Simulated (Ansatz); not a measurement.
# O on Ir(111): change of the work function, part 4 of 4

How does O on the hcp site change the work function of Ir(111) as the layer fills?

Ansatz 0.2.0; plane-wave DFT, PBE, Ansatz PAW.

So far, work function, upper face (eV): step 2 (the clean slab) 5.50; step 3 (37 atoms, coverage 0.111 ML, cell 3x3) 5.58; step 4 (17 atoms, coverage 0.25 ML, cell 2x2) 5.60; step 5 (18 atoms, coverage 0.5 ML, cell 2x2) 5.81.

### 6. The covered slab, k-mesh 13×13×1, coverage 1 ML

System of this step: Ir4O (O/Ir(111)). The cell holds 5 atoms: 4 Ir and 1 O. Cell: a = 2.715 Å, b = 2.715 Å, c = 25.989 Å, α = 90.0°, β = 90.0°, γ = 60.0°. Vacuum lies along c.

Another coverage, to see how the dipoles act on each other as their distance changes.

Input file input.yaml:

```yaml
crystal:
  lattice:
    - [2.7152900398, 0.0, 0.0]
    - [1.3576450199, 2.3515101531, 0.0]
    - [0.0, 0.0, 25.988603367]
  atoms:
    - { symbol: Ir, position: [0.0, 0.0, 0.346305643] }
    - { symbol: Ir, position: [0.3333333333, 0.3333333333, 0.4316132297] }
    - { symbol: Ir, position: [0.6666666667, 0.6666666667, 0.5168261834] }
    - { symbol: Ir, position: [0.0, 0.0, 0.6016801495] }
    - { symbol: O, position: [0.6666666667, 0.6666666667, 0.653694357] }
kpoints:
  mp_grid: { grid: [13, 13, 1] }
hamiltonian:
  xc: pbe
scf:
  occupations: { method: fermi_dirac, width: 0.1 }
  convergence: { dr2_threshold: 1.0e-08 }
efield:
  axis: 3
  dipole_correction: true
  ramp_position: 0.97
  ramp_width: 0.06
relax:
  f_tol: 0.02
  max_steps: 60
  constraints: [{ sites: [0, 1] }]
output:
  bader: true
  write_potential: true
  write_density: true
  volumetric_format: npy
```

Command:

```console
> ansatz run input.yaml --threads 4 --pin off --max-ram 12288MiB --backend cpu --events-out ev --progress --plain --runs-dir out
```

Numbers of over 12 decimals in the logs are rounded to 6 here.

Log:

```text
[...]
Crystal: 5 atoms, lattice volume = 165.938 Å³
Basis set: ecut = 420 eV, 3285 PW (Γ), exchange–correlation on 40×40×360 points (8 copies of the dense FFT grid, shifted against one another)
Bands: 45, of which v1, the nominal top of the filled ones, is band 37 counted from 1 (36 counted from 0)
Symmetry: 6 space group operations
[...]
- { symbol: Ir, position: [0.666667, 0.666667, 0.516023] }
[...]
- { symbol: O, position: [0.666667, 0.666667, 0.655420] }
--- Bader charges: 5 sites ---
  site symbol  charge [e]  shift [e]
     0     Ir     -0.0642     0.0000
     1     Ir      0.0837     0.0000
     2     Ir     -0.0053     0.0000
     3     Ir      0.6923     0.0018
     4      O     -0.7065     0.0018
  estimated error of the sums over rays = 4.7e-4 e
[key lines of the parts left out:]
SCF converged after 6 iterations
Free energy (F): -48304.952854 eV
Fermi energy:    5.776498 eV
Dipole field:    D = -0.007194 V/Å  (p = -0.006597 e·Å, saw-weighted, corrected)
Work function:   Φ+ = 5.6820 eV   Φ− = 5.4950 eV
```

Elapsed: 33 s, on 4 threads of Arm Neoverse V1, shared host; peak memory 0.51 GiB.

The steps of the relaxation:

| step | energy less that of the first step (eV) | largest force component (eV/Å) |
| --- | --- | --- |
| 1 | 0.0000 | 1.6922 |
| 2 | -0.0764 | 0.9001 |
| 3 | -0.0797 | 1.0868 |
| 4 | -0.1163 | 0.0919 |
| 5 | -0.1168 | 0.0350 |
| 6 | -0.1168 | 0.0001 |

Forces are held to the 6 operations that the run works with; a distortion that breaks them can't arise in this run.

The atoms that moved most (Å):

| atom | dx | dy | dz | length |
| --- | --- | --- | --- | --- |
| Ir4 | 0.000 | 0.000 | 0.150 | 0.150 |
| O5 | 0.000 | 0.000 | 0.045 | 0.045 |
| Ir3 | 0.000 | 0.000 | -0.021 | 0.021 |

The relaxation took 6 steps and lowered the energy by 0.12 eV; the largest force on the free atoms ends at 9.6e-5 eV/Å.

The covered face has 5.68 eV, +0.19 eV against the clean one; the bare back face has moved by -0.01 eV, a measure of how thin the slab is.

### 7. Work function against coverage

This step: plane-wave DFT, PBE, Ansatz PAW; work function against coverage (Ansatz 0.2.0).

The runs are now put side by side.

This step gave:

```yaml
work_function_of_the_clean_face: 5.495 eV
largest_change_of_the_work_function: 0.3136 eV
```

The work function of the covered face by coverage:

| coverage (adsorbates/nm²) | work function of the covered face (eV) |
| --- | --- |
| 0.00 | 5.50 |
| 1.74 | 5.58 |
| 3.92 | 5.60 |
| 7.83 | 5.81 |
| 15.66 | 5.68 |

The dipole per adsorbate comes from the change of the cell's dipole. Coverage, by row:

| coverage (1/nm²) | coverage (ML) | work function (eV) | change (eV) | dipole per adsorbate, positive end outwards (debye) | mean height of the added atoms over the highest substrate atom (Å) |
| --- | --- | --- | --- | --- | --- |
| 1.74 | 0.1111 | 5.581 | 0.08557 | -0.137 | 1.273 |
| 3.915 | 0.25 | 5.601 | 0.1056 | -0.073 | 1.248 |
| 7.831 | 0.5 | 5.809 | 0.3136 | -0.107 | 1.22 |
| 15.66 | 1 | 5.682 | 0.1868 | -0.033 | 1.247 |

### 8. The slab at 0.25 ML, atoms frozen

This step: plane-wave DFT, PBE, Ansatz PAW (Ansatz 0.2.0).

System of this step: Ir16O (O/Ir(111)). The cell holds 17 atoms: 16 Ir and 1 O. Cell: a = 5.431 Å, b = 5.431 Å, c = 25.989 Å, α = 90.0°, β = 90.0°, γ = 60.0°. Vacuum lies along c.

To see where the charge goes, the covered slab, the bare substrate and the adsorbate layer are each run at the same frozen positions and on the same grid.

Input file input.yaml:

```yaml
crystal:
  lattice:
    - [5.4305800796, 0.0, 0.0]
    - [2.7152900398, 4.7030203062, 0.0]
    - [0.0, 0.0, 25.988603367]
  atoms:
    - { symbol: Ir, position: [0.0, 0.0, 0.346305643] }
    - { symbol: Ir, position: [0.1666666667, 0.1666666667, 0.4316132297] }
    - { symbol: Ir, position: [0.3333333333, 0.3333333333, 0.51559897] }
    - { symbol: Ir, position: [0.0, 0.0, 0.6006411708] }
    - { symbol: Ir, position: [0.0, 0.5, 0.346305643] }
    - { symbol: Ir, position: [0.1666666667, 0.6666666667, 0.4316132297] }
    - { symbol: Ir, position: [0.3338656221, 0.833067189, 0.5167505625] }
    - { symbol: Ir, position: [-0.0104745675, 0.5052372837, 0.6043757631] }
    - { symbol: Ir, position: [0.5, 0.0, 0.346305643] }
    - { symbol: Ir, position: [0.6666666667, 0.1666666667, 0.4316132297] }
    - { symbol: Ir, position: [0.833067189, 0.3338656221, 0.5167505625] }
    - { symbol: Ir, position: [0.5052372837, -0.0104745675, 0.6043757631] }
    - { symbol: Ir, position: [0.5, 0.5, 0.346305643] }
    - { symbol: Ir, position: [0.6666666667, 0.6666666667, 0.4316132297] }
    - { symbol: Ir, position: [0.833067189, 0.833067189, 0.5167505625] }
    - { symbol: Ir, position: [0.5052372837, 0.5052372837, 0.6043757631] }
    - { symbol: O, position: [0.3333333333, 0.3333333333, 0.6523954392] }
kpoints:
  mp_grid: { grid: [7, 7, 1] }
hamiltonian:
  xc: pbe
scf:
  occupations: { method: fermi_dirac, width: 0.1 }
  convergence: { dr2_threshold: 1.0e-08 }
efield:
  axis: 3
  dipole_correction: true
  ramp_position: 0.97
  ramp_width: 0.06
output:
  write_potential: true
  write_density: true
  volumetric_format: npy
```

Log:

```text
[...]
Crystal: 17 atoms, lattice volume = 663.752 Å³
Basis set: ecut = 420 eV, 12921 PW (Γ)
Bands: 167, of which v1, the nominal top of the filled ones, is band 139 counted from 1 (138 counted from 0)
Symmetry: 6 space group operations
[...]
k-points: 8 of 49 (time reversal used)
[...]
SCF iter   1: F=—  HF=-191524.473389 eV  |F-HF|=—  |Δ(HF+E_count)|=         —  Δρ=6.97e-3  dr2=1.18e0  ethr=1.77e-3  p=-0.036 e·Å  D=-9.93e-3 V/Å  ΔV_dip=0.26 eV  dr2_dipole=4.11e-2  V_vac-E_F(+/−)=5.49/5.23 eV  ⟨swp⟩=7.9  Hψ=5763  notcnv=0  defer=20
[...]
SCF iter  10: F=-191524.444062 eV  HF=-191524.444062 eV  |F-HF|=5.15e-9  |Δ(HF+E_count)|=   3.24e-8  Δρ=5.40e-7  dr2=2.15e-9  ethr=3.60e-12  p=-0.014 e·Å  D=-3.91e-3 V/Å  ΔV_dip=0.10 eV  dr2_dipole=9.22e-12  V_vac-E_F(+/−)=5.60/5.50 eV  ⟨swp⟩=12.9  Hψ=3682  notcnv=0
SCF 1 converged in 10 iterations: F = -191524.444062 eV  dr2 = 2.15e-9
[...]
SCF converged after 10 iterations
Free energy (F): -191524.444062 eV
[...]
Internal energy: -191523.818697 eV  (E = F + TS)
E sigma→0 (E₀):  -191524.131379 eV
Entropy (-TS):   -0.625365 eV (-36.786 meV/atom)
Fermi energy:    5.277842 eV
Dipole field:    D = -0.003910 V/Å  (p = -0.014341 e·Å, saw-weighted, corrected)
Work function:   Φ+ = 5.6006 eV   Φ− = 5.4990 eV
[...]
--- Band table (eV; the first three rows and the last of 8) ---
  k-point 0: bands = [... 135 lower, 5.8432, 5.9630, 6.0059, 6.0059, 6.1381, 6.1381, 6.2496, 6.2617, ... 24 higher]
  k-point 1: bands = [... 135 lower, 5.6597, 5.7120, 5.7179, 5.8988, 5.9033, 5.9646, 5.9779, 6.0106, ... 24 higher]
  k-point 2: bands = [... 135 lower, 5.0214, 5.0966, 5.1888, 5.2673, 5.3289, 5.4181, 5.4193, 5.5842, ... 24 higher]
  k-point 7: bands = [... 135 lower, 4.8027, 4.8618, 4.9401, 5.0629, 5.1335, 5.2164, 5.3647, 5.4118, ... 24 higher]
```

Elapsed: 45 s, on 4 threads; peak memory 2.5 GiB.

The column dr2 measures how far the density is from self-consistency, as an energy; F and HF (Harris–Foulkes) agree once it is small.

Numbers from this step:

| Item | Value |
| --- | --- |
| energy at zero smearing | -191524.1314 eV |
| work function, upper face | 5.601 eV |
| work function, lower face | 5.499 eV |
| dipole along the normal | -0.01434 e·Å |
| step between the vacuum levels | 0.1016 eV |

The work function of the upper face is 5.60 eV.

### 9. The substrate of the 0.25 ML cell alone

System of this step: O/Ir(111), substrate alone, atoms held. The cell holds 16 atoms: 16 Ir. Its edges and angles: a = 5.431 Å, b = 5.431 Å, c = 25.989 Å, α = 90.0°, β = 90.0°, γ = 60.0°. Vacuum lies along c.

The second part, atoms unmoved.

input.yaml: that of step 8 with these lines changed.

```diff
@@ -22,3 +22,2 @@
     - { symbol: Ir, position: [0.5052372837, 0.5052372837, 0.6043757631] }
-    - { symbol: O, position: [0.3333333333, 0.3333333333, 0.6523954392] }
 kpoints:
```

Log:

```text
[...]
Crystal: 16 atoms, lattice volume = 663.752 Å³
Basis set: ecut = 420 eV, 12921 PW (Γ)
Bands: 164, of which v1, the nominal top of the filled ones, is band 136 counted from 1 (135 counted from 0)
Symmetry: 6 space group operations
[...]
k-points: 8 of 49 (time reversal used)
[...]
SCF iter   1: F=—  HF=-190957.943336 eV  |F-HF|=—  |Δ(HF+E_count)|=         —  Δρ=6.88e-3  dr2=2.26e0  ethr=1.77e-3  p=-0.002 e·Å  D=-4.27e-4 V/Å  ΔV_dip=0.01 eV  dr2_dipole=1.86e-1  V_vac-E_F(+/−)=5.23/5.21 eV  ⟨swp⟩=8.1  Hψ=5704  notcnv=0  defer=13
[...]
SCF iter   9: F=-190957.910508 eV  HF=-190957.910508 eV  |F-HF|=1.23e-8  |Δ(HF+E_count)|=   2.79e-9  Δρ=7.14e-7  dr2=3.86e-9  ethr=3.68e-12  p=-0.003 e·Å  D=-9.01e-4 V/Å  ΔV_dip=0.02 eV  dr2_dipole=9.61e-12  V_vac-E_F(+/−)=5.53/5.51 eV  ⟨swp⟩=12.5  Hψ=4058  notcnv=0
SCF 1 converged in 9 iterations: F = -190957.910508 eV  dr2 = 3.86e-9
[...]
SCF converged after 9 iterations
Free energy (F): -190957.910508 eV
[...]
Internal energy: -190957.323856 eV  (E = F + TS)
E sigma→0 (E₀):  -190957.617182 eV
Entropy (-TS):   -0.586652 eV (-36.666 meV/atom)
Fermi energy:    5.129212 eV
Dipole field:    D = -0.000899 V/Å  (p = -0.003296 e·Å, saw-weighted, corrected)
Work function:   Φ+ = 5.5289 eV   Φ− = 5.5056 eV
[...]
--- Band table (eV; the first three rows and the last of 8) ---
  k-point 0: bands = [... 132 lower, 5.7560, 5.7745, 5.7745, 5.9102, 5.9102, 6.1031, 6.1198, 6.1198, ... 24 higher]
  k-point 1: bands = [... 132 lower, 5.5331, 5.6331, 5.6540, 5.6765, 5.6893, 5.8404, 5.8426, 5.8685, ... 24 higher]
  k-point 2: bands = [... 132 lower, 4.8635, 4.8765, 4.9837, 5.1011, 5.1622, 5.2593, 5.3126, 5.4327, ... 24 higher]
  k-point 7: bands = [... 132 lower, 4.6162, 4.8464, 4.8871, 4.9441, 4.9962, 5.0035, 5.1893, 5.2260, ... 24 higher]
```

It took 40 s on 4 threads; peak memory 2.4 GiB; 2.6 min of CPU time.

This step gave:

| Quantity | Value |
| --- | --- |
| energy at zero smearing | -190957.6172 eV |
| work function, upper face | 5.529 eV |
| work function, lower face | 5.506 eV |
| dipole along the normal | -0.003296 e·Å |
| step between the vacuum levels | 0.02335 eV |

The work function of the upper face is 5.53 eV.

### 10. The adsorbate layer of the 0.25 ML cell alone

System of this step: O/Ir(111), adsorbate layer alone, atoms held. The cell holds 1 atom: 1 O. Its edges and angles: a = 5.431 Å, b = 5.431 Å, c = 25.989 Å, α = 90.0°, β = 90.0°, γ = 60.0°. Vacuum lies along c.

The third part; a free layer of atoms may carry a moment, so spin is on.

input.yaml, the sections that differ from step 9:

```yaml
crystal:
  lattice:
    - [5.4305800796, 0.0, 0.0]
    - [2.7152900398, 4.7030203062, 0.0]
    - [0.0, 0.0, 25.988603367]
  atoms:
    - { symbol: O, position: [0.3333333333, 0.3333333333, 0.6523954392], spin: 1.0 }
magnetization:
  spin_polarized: true
# kpoints, hamiltonian, scf, efield, output: as in step 9
```

Log:

```text
[...]
Crystal: 1 atoms, lattice volume = 663.752 Å³
Basis set: ecut = 420 eV, 12921 PW (Γ)
Bands: 8, of which v1, the nominal top of the filled ones, is band 3 counted from 1 (2 counted from 0)
Symmetry: 12 space group operations
k-points: 8 of 49
[...]
Starting moments: Σ|m| = 1 μB on 1 of 1 site
[...]
SCF iter  15: F=—  HF=-561.731352 eV  |F-HF|=—  |Δ(HF+E_count)|=   7.45e-2  Δρ=1.28e-3 (↑1.28e-3 ↓1.20e-3)  dr2=1.09e-2  dr2_m=4.14e-4  M=2.000 μB ∫|m|=2.006 μB  β_m=1.20  ethr=3.45e-6  p=0.000 e·Å  D=2.46e-5 V/Å  ΔV_dip=-0.00 eV  dr2_dipole=1.15e-9  V_vac-E_F(+/−)=7.30/7.31 eV  ⟨swp⟩=3.6  Hψ=366  notcnv=0
[...]
spin-set hold released at iteration 15 (site moments' squared step at or under half its running peak, from the soft ceiling on): the magnetisation degrees of freedom join the quasi-Newton model from the next iteration; the mixer history was flushed
SCF iter  16: F=—  HF=-561.730305 eV  |F-HF|=—  |Δ(HF+E_count)|=   1.05e-3  Δρ=8.45e-4 (↑7.99e-4 ↓8.45e-4)  dr2=5.00e-3  dr2_m=8.10e-6  M=2.000 μB ∫|m|=2.006 μB  β_m=1.20  ethr=3.45e-6  p=0.000 e·Å  D=1.71e-5 V/Å  ΔV_dip=-0.00 eV  dr2_dipole=5.01e-10  V_vac-E_F(+/−)=7.28/7.28 eV  ⟨swp⟩=2.4  Hψ=182  notcnv=0  κ⁻¹=1.0e0(r=1)
density mixer auto → broyden: no gap read (density of states about μ 2.04 of a free-electron gas's, 10 screened modes)
SCF iter  17: F=—  HF=-561.729192 eV  |F-HF|=—  |Δ(HF+E_count)|=   1.11e-3  Δρ=1.97e-4 (↑1.97e-4 ↓1.80e-4)  dr2=2.39e-4  dr2_m=2.28e-5  M=2.000 μB ∫|m|=2.006 μB  β_m=1.20  ethr=3.45e-6  p=0.000 e·Å  D=5.14e-6 V/Å  ΔV_dip=-0.00 eV  dr2_dipole=2.19e-11  V_vac-E_F(+/−)=7.27/7.27 eV  ⟨swp⟩=2.1  Hψ=185  notcnv=0  κ⁻¹=1.2e-1(r=2)
[...]
SCF iter  21: F=-561.729251 eV  HF=-561.729251 eV  |F-HF|=1.10e-9  |Δ(HF+E_count)|=   1.90e-7  Δρ=6.26e-7 (↑4.10e-7 ↓6.26e-7)  dr2=3.73e-9  dr2_m=3.73e-10  M=2.000 μB ∫|m|=2.006 μB  ethr=1.67e-10  p=0.000 e·Å  D=1.80e-6 V/Å  ΔV_dip=-0.00 eV  dr2_dipole=5.11e-15  V_vac-E_F(+/−)=7.27/7.27 eV  ⟨swp⟩=2.3  Hψ=534  notcnv=0
SCF 1 converged in 21 iterations: F = -561.729251 eV  dr2 = 3.73e-9
[...]
this state was not tested for a lower state beside it, because the mixer in use, unlike msr1, does not test its closes by its own steps (another_mixer; see scf.mixing.algorithm and scf.lower_state_search)
SCF converged after 21 iterations
Magnetization: 2.0000 μB (4.0000 up, 2.0000 down)
Absolute magnetization: 2.0061 μB (∫|ρ↑−ρ↓|, with the PAW one-centre terms)
[...]
Per-site moments (μB) at R_I (Å): [(1.999212, 2.240114)]
Free energy (F): -561.729251 eV
[...]
Internal energy: -561.590724 eV  (E = F + TS)
E sigma→0 (E₀):  -561.659988 eV
Entropy (-TS):   -0.138527 eV (-138.527 meV/atom)
Fermi energy:    -7.133061 eV
Dipole field:    D = 0.000002 V/Å  (p = 0.000006 e·Å, saw-weighted, corrected)
Work function:   Φ+ = 7.2685 eV   Φ− = 7.2686 eV
[...]
--- Band table (eV; the first three rows and the last of 16) ---
[...]
```

Run time: 4.9 s. Hardware: 4 threads; peak memory 0.76 GiB.

This step gave:

```yaml
energy_at_zero_smearing: -561.6600 eV
total_moment: 2.000 μB
site_moments: 1.999 μB
work_function_upper_face: 7.269 eV
dipole_along_the_normal: 6.41e-6 e·Å
```

Site moment by atom:

| atom | site moment (μB) |
| --- | --- |
| O1 | 2.00 |

The free layer carries a moment of 2.0 μB a cell.

### 11. Density difference at 0.25 ML

This step: plane-wave DFT, PBE, Ansatz PAW; density difference on adsorption (Ansatz 0.2.0).

The densities of the parts are taken from that of the whole and averaged over planes; the first moment of what is left gives the step in the potential.

Numbers from this step:

```yaml
largest_charge_moved: -0.003948 e/Å²
potential_step_from_the_moved_charge: 0.07969 eV
```

The electron density difference oscillates, so the rows of the table below give means over windows of 0.5 Å about each position, cut where the curve ends. Its maxima inside the range that stand out by 2 % of the span (Å: e/Å³): 8.52: 6.9e-4, 9.38: 7.4e-4, 10.68: 4.9e-4, 11.55: 2.3e-4, 13.14: 8.1e-4, 13.86: 0.00284, 15.74: 0.00287, 16.60: 0.00495, 17.33: 0.00926. Its minima: 8.95: -0.00114, 9.96: -2.9e-4, 11.26: -4.1e-4, 12.71: -2.6e-4, 13.43: -1.9e-4, 15.30: -0.00397, 16.17: -0.00840, 16.89: -0.0115.

Planar mean, whole system less its parts. The electron density difference by z; means over each step:

z (Å), electron density difference (e/Å³) and a bar from the least value:
```
      6.5     0.0000 #############
      7.0     0.0000 #############
      7.5     0.0000 #############
      8.0    -0.0001 #############
      8.5     0.0004 ###############
      9.0    -0.0006 ############
      9.5     0.0003 ##############
     10.0    -0.0002 #############
     10.5     0.0003 ##############
     11.0     0.0000 #############
     11.5     0.0000 #############
     12.0    -0.0001 #############
     12.5    -0.0002 #############
     13.0     0.0003 ##############
     13.5     0.0006 ###############
     14.0     0.0021 ###################
     14.5     0.0003 ##############
     15.0    -0.0005 ############
     15.5    -0.0013 ##########
     16.0    -0.0046 
     16.5     0.0011 #################
     17.0    -0.0041 ##
     17.5     0.0057 ##############################
     18.0     0.0008 ################
     18.5    -0.0001 #############
     19.0    -0.0001 #############
     19.5     0.0000 #############
     20.0     0.0000 #############
     20.5     0.0000 #############
     21.0     0.0000 #############
```

The electrons moved below z oscillates, so the rows of the table below give means over windows of 0.5 Å about each position, cut where the curve ends. Its maxima inside the range that stand out by 2 % of the span (Å: e/Å²): 8.66: 1.5e-4, 9.53: 2.9e-5, 10.97: 1.1e-4, 15.02: 0.00165, 15.74: 8.7e-4, 16.60: -8.7e-4, 18.19: 1.5e-4. Its minima: 9.10: -1.7e-4, 10.25: -8.9e-5, 12.85: -1.3e-4, 15.45: 3.5e-4, 16.32: -0.00215, 17.04: -0.00395.

Planar mean, whole system less its parts. The electrons moved below z by z; means over each step:

| z (Å) | electrons moved below z (e/Å²) |
| --- | --- |
| 6.5 | 2.8e-8 |
| 7.0 | -5.0e-7 |
| 7.5 | -1.3e-5 |
| 8.0 | -5.9e-5 |
| 8.5 | 4.3e-5 |
| 9.0 | -4.9e-5 |
| 9.5 | -1.7e-5 |
| 10.0 | -5.6e-5 |
| 10.5 | -1.8e-5 |
| 11.0 | 7.6e-5 |
| 11.5 | 1.5e-5 |
| 12.0 | 2.8e-5 |
| 12.5 | -6.9e-5 |
| 13.0 | -3.6e-5 |
| 13.5 | 1.9e-4 |
| 14.0 | 0.00111 |
| 14.5 | 0.00154 |
| 15.0 | 0.00151 |
| 15.5 | 6.3e-4 |
| 16.0 | -4.7e-4 |
| 16.5 | -0.00146 |
| 17.0 | -0.00297 |
| 17.5 | -0.00104 |
| 18.0 | 9.4e-5 |
| 18.5 | 1.1e-4 |
| 19.0 | 4.4e-5 |
| 19.5 | 1.5e-5 |
| 20.0 | 4.9e-6 |
| 20.5 | 1.9e-6 |
| 21.0 | 1.0e-6 |
| 21.5 | 7.8e-7 |
| 22.0 | 7.2e-7 |
| 22.5 | 7.0e-7 |
| 23.0 | 7.0e-7 |
| 23.5 | 7.0e-7 |
| 24.0 | 7.0e-7 |
| 24.5 | 7.0e-7 |
| 25.0 | 7.1e-7 |
| 25.5 | 7.1e-7 |

### 12. Outcome

```json
{
  "work function of the clean face": "5.50 eV",
  "work function at 0.11 ML": "5.58 eV",
  "work function at 0.25 ML": "5.60 eV",
  "work function at 0.5 ML": "5.81 eV",
  "work function at 1 ML": "5.68 eV",
  "dipole per adsorbate at 0.11 ML, positive end outwards": "-0.14 D",
  "step of the potential from the moved charge at 0.25 ML, upper less lower side, atoms held": "0.0797 eV"
}
```

In words: At the lowest coverage O changes the work function of Ir(111) by under 0.15 eV, within the error of so thin a slab; the largest change, +0.31 eV, comes at higher coverage. The slab has 4 layers, at the tabulated experimental lattice constant, one starting site was run, and quantum-size effects of a slab this thin can reach one or two tenths of an eV.

[Logs are printed without paths, hosts, clocks, repeated set-up lines and the standing remarks that a program may print on its own settings, such as how far it seeks lower states.]

[Hosts, paths, dates, database ids (printed as entryN), source tags and the programs' standing remarks are cut or masked in the printed files.]

[Maps of the electrostatic potential energy from Ansatz leave out the sawtooth potential of an applied field or a dipole correction, so their vacuum need not be flat; planar profiles and work functions include it.]
